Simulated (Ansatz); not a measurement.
**TaN: response to strain**

Aim: deform TaN (equal xx and yy strain of -3 %) and compute stress, forces and field gradients with LAPW, PAW and all-electron datasets made for the crystal.

Computed with Ansatz 0.2.0 (DFT PBE, scalar-relativistic, unless a step's input says otherwise).

**1. The system as given**

Symmetry: P6/mmm, No. 191, hexagonal system. Conventional cell: a = 5.185 Å, b = 5.185 Å, c = 2.908 Å, α = 90.00°, β = 90.00°, γ = 120.00°. Ta (site symmetry 6/mmm) has 6 N at 2.59 Å and 2 Ta at 2.91 Å as nearest neighbours. Ta (site symmetry -6m2) is surrounded by 6 N at 2.09 Å. Around N (site symmetry mmm) lie 6 Ta at 2.09 to 2.59 Å.

Structure file:

```xyz
6
Lattice="5.1850 0.0000 0.0000 -2.5925 4.4903 0.0000 0.0000 0.0000 2.9080" Properties=species:S:1:pos:R:3 pbc="T T T"
Ta    0.0000    0.0000    0.0000
Ta    0.0000    2.9936    1.4540
Ta    2.5925    1.4968    1.4540
N     2.5925    0.0000    0.0000
N     1.2962    2.2452    0.0000
N    -1.2962    2.2452    0.0000
```

Atoms are numbered in the order of the input: Ta1, Ta2, Ta3, N4, N5, N6.

**2. After the deformation**

Space group P6/mmm before, P6/mmm after.

**3. Full-potential LAPW**

Input file input.yaml:

```yaml
crystal:
  lattice:
    - [5.0294492781, 0.0, 0.0]
    - [-2.5147246391, 4.3556308419, 0.0]
    - [0.0, 0.0, 2.908]
  atoms:
    - { symbol: Ta, position: [0.0, 0.0, 0.0] }
    - { symbol: Ta, position: [0.3333333333, 0.6666666667, 0.5] }
    - { symbol: Ta, position: [0.6666666667, 0.3333333333, 0.5] }
    - { symbol: "N", position: [0.5, 0.0, 0.0] }
    - { symbol: "N", position: [0.5, 0.5, 0.0] }
    - { symbol: "N", position: [0.0, 0.5, 0.0] }
kpoints:
  mp_grid: { grid: [5, 5, 8] }
  band_path:
    path:
      - [0.0, 0.0, 0.0]
      - [0.5, 0.0, 0.0]
      - [0.3333333333, 0.3333333333, 0.0]
      - [0.0, 0.0, 0.0]
      - [0.0, 0.0, 0.5]
      - [0.5, 0.0, 0.5]
      - [0.3333333333, 0.3333333333, 0.5]
      - [0.0, 0.0, 0.5]
      - [0.5, 0.0, 0.5]
    npoints: 5
scf:
  occupations: { method: fermi_dirac, width: 0.03 }
hamiltonian:
  xc: pbe
  pseudopotentials: { kind: all_electron, lapw: { basis_error: 0.0005 } }
output:
  forces: true
  stress: true
  eigenvalues: true
```

On the command line:

```
> ansatz run input.yaml --threads 2 --pin off --max-ram 6144MiB --backend cpu --events-out ev --progress --plain --runs-dir out
```

**4. PAW on the default files**

Input file input.yaml:

```yaml
crystal:
  lattice:
    - [5.0294492781, 0.0, 0.0]
    - [-2.5147246391, 4.3556308419, 0.0]
    - [0.0, 0.0, 2.908]
  atoms:
    - { symbol: Ta, position: [0.0, 0.0, 0.0] }
    - { symbol: Ta, position: [0.3333333333, 0.6666666667, 0.5] }
    - { symbol: Ta, position: [0.6666666667, 0.3333333333, 0.5] }
    - { symbol: "N", position: [0.5, 0.0, 0.0] }
    - { symbol: "N", position: [0.5, 0.5, 0.0] }
    - { symbol: "N", position: [0.0, 0.5, 0.0] }
kpoints:
  mp_grid: { grid: [5, 5, 8] }
scf:
  occupations: { method: fermi_dirac, width: 0.03 }
hamiltonian:
  xc: pbe
  pseudopotentials: { kind: paw }
output:
  forces: true
  stress: true
  eigenvalues: true
  efg: { contact_densities: true }
```

**5. Datasets made for this crystal**

input.yaml, as its differences from that of step 4:

```diff
@@ -18,3 +18,3 @@
   xc: pbe
-  pseudopotentials: { kind: paw }
+  pseudopotentials: { kind: all_electron, datasets: crystal }
 output:
```

(Steps that only read results are left out.)

Q: Predict the outcome of this session. Wanted: pressure; largest shear or deviatoric stress.

As calculated:

```
                                 quantity                                              value
                                 pressure  LAPW 31.14, PAW 31.26, crystal datasets 31.14 GPa
largest shear or deviatoric stress (LAPW)                                           4.06 GPa
```

**Reading.** The largest part of the stress beyond the pressure is 4.06 GPa in size, in the zz component; the atoms are carried along and not relaxed. No run of the undeformed cell stands beside it, so the pressure holds what the given cell had before the change. PAW: stress within 0.25 GPa of LAPW. Crystal datasets: stress within 0.01 GPa of LAPW. Spin-orbit coupling is left out, though the cell holds Ta; in elements this heavy it can shift bands and gaps by tenths of an eV.
